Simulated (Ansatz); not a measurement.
Runs of Ansatz 0.2.0 on HfB2. Symmetry: P6/mmm, No. 191, hexagonal system. Conventional cell: a = 3.140 Å, b = 3.140 Å, c = 3.480 Å, α = 90.00°, β = 90.00°, γ = 120.00°. Hf (site symmetry 6/mmm) has 12 B at 2.51 Å as nearest neighbours. B (site symmetry -6m2) is surrounded by 3 B at 1.81 Å. 

```tsv
task	level	cutoff (eV)	points for each segment of the path	gap on the mesh (eV)	pressure (GPa)
single point	PBEsol0	420	-	none	(a)
single point	PBE0	420	-	none	-1.0
band structure	HSE03	420	4	none	(b)
band structure	HSEsol	420	4	none	-4.8
band structure	HSE06	420	4	none	-0.8
single point	r2SCANh	500	-	none	-1.0
single point	B3LYP	420	-	none	4.1
single point	HF	420	-	none	13.5
single point	r2SCAN0	500	-	none	-1.8
single point	r2SCAN50	500	-	none	-3.1
```

Alike in all rows: potentials or basis Ansatz PAW; no spin polarisation; cell as given; k mesh 5 × 5 × 4; smearing fermi-dirac 0.05 eV; the mesh is coarse, so values aren't converged.

Question: Estimate the missing entries.

Answer: (a) -5.0; (b) -0.5.

Caveats: all runs use coarse meshes; the PAW data sets come from PBE, with cores solved anew for the run's functional, which leaves a small shift of forces and pressure; the thresholds are loose for stress; spin-orbit coupling is left out, which moves the levels of the heavy elements (some runs).

A k mesh can miss the band edges, and the runs leave out spin-orbit coupling on Hf.

A gap of «none» marks a metal or a gap under the smearing width.
